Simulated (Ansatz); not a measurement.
# Two-dimensional strain map in Rb

Method: Ansatz, DFT PBE, scalar-relativistic, plane waves, PAW. The runs took a 420 eV cutoff, a Γ-centred 12×12×12 mesh and Gaussian smearing (0.15 eV). No spin polarisation. Energies are free energies at this smearing, counted from the undisturbed cell; pressure is positive in compression.

The starting cell (as given, not relaxed at this level; it stands at 0.1 GPa):

```xyz
1
Lattice="-2.8060 2.8060 2.8060 2.8060 -2.8060 2.8060 2.8060 2.8060 -2.8060" Properties=species:S:1:pos:R:3 pbc="T T T"
Rb    0.0000    0.0000    0.0000
```

The cell is strained by p along both x and y and by q along z, fractional coordinates fixed. Points are written (p, q).

Energy above the undisturbed cell in meV/atom (a dash: not computed):

```csv
p \ q,-0.030,-0.015,0.000,0.015,0.030
-0.030,12.0,9.0,6.4,4.3,2.6
-0.015,6.3,4.1,2.3,1.0,0.1
0.000,2.4,1.0,0.0,?,?
0.015,?,-0.5,-0.8,-0.7,-0.2
0.030,?,-0.6,-0.2,0.6,1.7
```

Problem. Fill in the withheld energies.

Solution. (0.000, 0.015): -0.6; (0.000, 0.030): -0.8; (0.015, -0.030): 0.2; (0.030, -0.030): -0.5.